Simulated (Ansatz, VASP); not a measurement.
Ni in VASP and in Ansatz

File INCAR:

```
PREC = Accurate
ENCUT = 600
EDIFF = 1E-6
ISMEAR = -1
SIGMA = 0.05
LREAL = F
LASPH = T
NELM = 100
ALGO = Normal
ISIF = 3
LWAVE = F
LCHARG = F
ISPIN = 2
MAGMOM = 1
LORBIT = 11
LMAXMIX = 4
GGA = B5
ALDAX = 1.0
AGGAX = 1.0
AGGAC = 1.0
ALDAC = 0.0
IVDW = 13
VDW_S6 = 1.0
VDW_S8 = 2.34076671
VDW_A1 = 0.44488865
VDW_A2 = 4.0933009
IBRION = 2
NSW = 60
EDIFFG = -0.01
```

The input KPOINTS:

```
regular mesh
0
Gamma
  13 13 13
```

POSCAR

```
Ni
1.0
    0.0000000000      1.7375729330      1.7375729330
    1.7375729330      0.0000000000      1.7375729330
    1.7375729330      1.7375729330      0.0000000000
Ni
1
Direct
    0.0000000000      0.0000000000      0.0000000000
```

input.yaml

```yaml
crystal:
  lattice:
    - [0.0, 1.737572933, 1.737572933]
    - [1.737572933, 0.0, 1.737572933]
    - [1.737572933, 1.737572933, 0.0]
  atoms:
    - { symbol: Ni, position: [0.0, 0.0, 0.0], spin: 1.0 }
hamiltonian:
  xc: blyp
  pseudopotentials: { kind: paw }
  dispersion: d4
magnetization:
  spin_polarized: true
kpoints:
  mp_grid: { grid: [13, 13, 13] }
scf:
  occupations: { method: fermi_dirac, width: 0.05 }
output:
  forces: true
  stress: true
  write_density: true
  write_potential: true
  elf: true
  volumetric_format: npy
relax:
  f_tol: 0.01
  max_steps: 40
  cell: { stress_tol: 0.05 }
```

Alike in both runs: task relaxation of cell and atoms; functional BLYP; dispersion D4; k mesh 13 × 13 × 13; occupations fermi-dirac, width 0.05 eV; collinear spin, ferromagnetic start.

|  | VASP | Ansatz |
| --- | --- | --- |
| version | VASP 6.6.1 | Ansatz 0.2.0 |
| potentials or method | VASP PAW PBE potentials, release 64 (Ni) | Ansatz PAW |
| plane-wave cutoff (eV) | 600 | 420 |
| valence electrons in the cell | 10 | 18 |

|  | VASP | Ansatz | Ansatz less VASP |
| --- | --- | --- | --- |
| gap on the k mesh at the Fermi level, each at its own relaxed structure (eV) | none | none | - |
| net moment per atom (μB) | 0.61 | 0.62 | +0.004 |
| size of the moment on the site where the two differ most (μB) | 0.62 | 0.65 | +0.029 |
| relaxed volume (Å³/atom) | 10.71 | 10.71 | +0.003 |
| relaxed cell length with the largest relative difference (Å) | 2.474 | 2.474 | +0.0002 |
| energy change over the relaxation (meV/atom) | -3 | -3 | -0.2 |

Site moments also hang on the region over which each program counts them. A gap of «none» marks a metal or a gap that the smearing closes. The two sets of potentials don't hold the same shells in valence.

Caveats: pairwise dispersion overbinds metals, which lowers pressure and volume; the PAW data sets were made with another functional, which shifts forces and pressure a little (VASP); the plane-wave basis is chosen anew once the cell has moved, so the energies of steps on either side of that aren't comparable (Ansatz); the PAW data sets come from PBE, with cores solved anew for the run's functional, which leaves a small shift of forces and pressure (Ansatz).
